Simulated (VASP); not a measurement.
VASP inputs for MgO (strained rocksalt)

INCAR

```
ENCUT = 520
SIGMA = 0.02
IBRION = -1
LASPH = .TRUE.
NBANDS = 11
GGA = PE
NELM = 120
PREC = Accurate
EDIFF = 1E-7
ISMEAR = -1
LCHARG = .FALSE.
ISIF = 2
NSW = 0
LWAVE = .FALSE.
LREAL = .FALSE.
```

KPOINTS

```
KPOINTS created by Atomic Simulation Environment
0
Gamma
10 10 10
0 0 0
```

KPOINTS_OPT

```
special points
6
Reciprocal
0.0000000000 0.0000000000 0.0000000000 1
0.5000000000 0.0000000000 0.5000000000 1
0.6250000000 0.2500000000 0.6250000000 1
0.3750000000 0.3750000000 0.7500000000 1
0.5000000000 0.5000000000 0.5000000000 1
0.5000000000 0.2500000000 0.7500000000 1
```

POSCAR

```
Mg O
 1.0000000000000000
     0.0000000000000000    2.0237565711999999    2.1553921414000001
     2.0237565711999999    0.0000000000000000    2.1553921414000001
     2.0237565711999999    2.0237565711999999    0.0000000000000000
 Mg  O
   1   1
Cartesian
  0.0000000000000000  0.0000000000000000  0.0000000000000000
  2.0237565711999999  2.0237565711999999  2.1553921414000001
```

VASP ran with the recommended PBE PAW datasets (8 valence electrons in the cell).

Problem. Predict the results.

Solution. gap between bands v and c 5.20 eV; least direct gap 5.20 eV; pressure 16.1 GPa.

Band v is the last that the valence electrons fill when counted band by band, and c is the next. Levels in eV from the top of v:

| point | v−1 | v | c | c+1 |
| --- | --- | --- | --- | --- |
| Γ | -0.10 | 0.00 | 5.20 | 15.64 |
| X | -1.78 | -1.38 | 8.94 | 10.51 |
| K | -2.92 | -1.13 | 10.71 | 12.50 |
| L | -0.87 | -0.71 | 8.17 | 13.16 |
| W | -3.07 | -2.04 | 11.63 | 12.40 |
